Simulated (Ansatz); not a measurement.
## Varying the input for Cu

All trials start from this Ansatz input:

```yaml
crystal:
  lattice:
    - [2.5340966698, 0.0, 0.0]
    - [-1.2670483349, 2.1945920917, 0.0]
    - [0.0, 0.0, 4.112571]
  atoms:
    - { symbol: Cu, position: [0.33333333, 0.66666667, 0.25] }
    - { symbol: Cu, position: [0.66666667, 0.33333333, 0.75] }
basis:
  ecutwfc: 420
kpoints:
  mp_grid: { grid: [6, 6, 4] }
hamiltonian:
  xc: pbe
scf:
  occupations: { method: gaussian, width: 0.1 }
output:
  forces: true
  stress: true
  eigenvalues: true
```

Command:

```bash
ansatz run input.yaml --threads 1 --pin off --max-ram 1331MiB --backend cpu --events-out ev --progress --plain --runs-dir out
```

The run converges in 6 SCF iterations on 21 irreducible k-points: pressure 7.62 GPa, no gap.

The inputs are trials, many of them unsound on purpose. Their numbers show the effect of the settings and aren't properties of the material. Each trial's input is given as a difference from the reference's; energies are extrapolated to zero smearing where there is one, and pressure is positive in compression. Charged cells sit in a uniform background, and their pressures hang on that convention.

Trial 1:

```diff
+total_charge: 0.1
 basis:
-  ecutwfc: 420
+  ecutwfc: "39 Ry"
 kpoints:
-  mp_grid: { grid: [6, 6, 4] }
+  mp_grid: { grid: [4, 6, 1] }
 scf:
-  occupations: { method: gaussian, width: 0.1 }
+  occupations: { method: gaussian }
 output:
-  forces: true
+  forces: false
```

The run converges in 7 SCF iterations on 14 irreducible k-points: pressure 6.79 GPa (with the neutralising background of the charged cell), no gap. It warns that the mesh lowers the symmetry.

Trial 2:

```diff
 kpoints:
-  mp_grid: { grid: [6, 6, 4] }
+  mp_grid: { kspacing: 1.2 }
 hamiltonian:
-  xc: pbe
+  xc: pbesol
 scf:
+  max_iter: 30
+  convergence: { dr2_threshold: "1e-4 eV" }
```

The run converges in 6 SCF iterations on 6 irreducible k-points: pressure -2.74 GPa, no gap. It warns that the SCF threshold is loose for the forces; that the SCF threshold is loose for the stress.

Trial 3:

```diff
 basis:
+  ecutrho_ratio: 5
 hamiltonian:
+  hubbard:
+    sites: [{ species: Cu, l: d, u: 4.5, j: 0.33 }]
+    projectors: atomic
```

The run converges in 8 SCF iterations on 21 irreducible k-points: pressure 10.58 GPa, no gap. It warns that the count of filled bands differs between k-points. Under a U the state reached may not be the lowest.

Trial 4 (strained):

```diff
 crystal:
   lattice:
-    - [2.5340966698, 0.0, 0.0]
-    - [-1.2670483349, 2.1945920917, 0.0]
-    - [0.0, 0.0, 4.112571]
+    - [2.395683401, 0.1869853314, 0.0027321608]
+    - [-1.0359076534, 2.0139487954, 0.0014408104]
+    - [0.0044340082, 0.0052599925, 4.4798457582]
 kpoints:
-  mp_grid: { grid: [6, 6, 4] }
+  mp_grid: { grid: [3, 3, 1] }
 hamiltonian:
+  dispersion: d3bjatm
```

The run converges in 6 SCF iterations on 5 irreducible k-points: pressure 10.62 GPa, largest force 0.085 eV/Å, no gap.

Trial 5:

```diff
 basis:
-  ecutwfc: 420
+  ecutwfc: "17 Ha"
+  ecutrho_ratio: 6
```

The run converges in 6 SCF iterations on 21 irreducible k-points: energy 1.79 meV per atom below the reference, pressure 7.59 GPa, no gap.

Trial 6:

```diff
+total_charge: 0.25
 hamiltonian:
-  xc: pbe
+  xc: lda
```

The run converges in 8 SCF iterations on 21 irreducible k-points: pressure -5.29 GPa (with the neutralising background of the charged cell), no gap.

Trial 7:

```diff
 kpoints:
-  mp_grid: { grid: [6, 6, 4] }
+  mp_grid: { kspacing: 0.71 }
+  band_path: { path: [VBM, CBM], npoints: 5 }
 hamiltonian:
+  hubbard: { sites: [{ species: Cu, l: d, u_eff: 7.8 }] }
+accuracy: medium
```

The run converges in 8 SCF iterations on 10 irreducible k-points: pressure 10.04 GPa, no gap. It warns that the count of filled bands differs between k-points.

Trial 8:

```diff
 kpoints:
-  mp_grid: { grid: [6, 6, 4] }
+  mp_grid: { kspacing: 0.52 }
 hamiltonian:
-  xc: pbe
+  xc: revpbe
 scf:
-  occupations: { method: gaussian, width: 0.1 }
+  occupations: { method: tetrahedron }
+  n_extra_bands: 12
```

The run converges in 6 SCF iterations on 14 irreducible k-points: pressure 10.42 GPa, no gap. It warns that the printed bands weren't solved further after the SCF; that forces and stress under tetrahedra may miss the energy's slope.

Trial 9:

```diff
 basis:
-  ecutwfc: 420
+  ecutwfc: 410
 scf:
-  occupations: { method: gaussian, width: 0.1 }
+  occupations: { method: tetrahedron }
+  lower_state_search: standard
+  max_iter: 30
+  convergence: { dr2_threshold: "1e-4 eV" }
```

The run converges in 4 SCF iterations on 21 irreducible k-points: energy 26.7 meV per atom below the reference, pressure 7.14 GPa, no gap. It warns that the printed bands weren't solved further after the SCF; that the cutoff lies under the recommended one, 420 eV for these potentials; that the SCF threshold is loose for the forces; that the SCF threshold is loose for the stress; that forces and stress under tetrahedra may miss the energy's slope.

Trial 10:

```diff
+total_charge: -2
 basis:
-  ecutwfc: 420
+  ecutwfc: "10 Ha"
 kpoints:
-  mp_grid: { grid: [6, 6, 4] }
+  mp_grid: { grid: [5, 6, 2] }
 scf:
+  n_extra_bands: 0
+  max_iter: 68
 output:
+  polarization: {}
```

The program refuses the input:

```text
  1. output.polarization with scf.occupations: <smearing|tetrahedron|explicit> — the Berry phase is that of a manifold of filled bands, the same in number at every k-point — a smearing, tetrahedron or explicit fill defines no such manifold; use …
  2. output.polarization with total_charge ≠ 0 — the dipole of a cell with a net charge moves with the choice of origin, so its polarisation is not defined as reported here; request it on a neutral cell
```

Next try, with these keys changed back:

```diff
 output:
-  polarization: {}
```

The program refuses the input:

```text
Error: inconsistent input (scf.n_extra_bands, scf.occupations.method): n_bands = 20 leaves no empty band above the 20 bands per channel that the deck's 40 electrons occupy, and the occupations search for the Fermi level (a smearing at a finite width, or tetrahedra): a level found among occupied bands alone can fill a metal as an insulator …
```

Next try, with these keys changed back:

```diff
 scf:
-  n_extra_bands: 0
```

The run converges in 7 SCF iterations on 32 irreducible k-points: pressure 17.09 GPa (with the neutralising background of the charged cell), largest force 0.099 eV/Å, no gap. It warns that the cutoff lies under the recommended one, 420 eV for these potentials; that the mesh lowers the symmetry.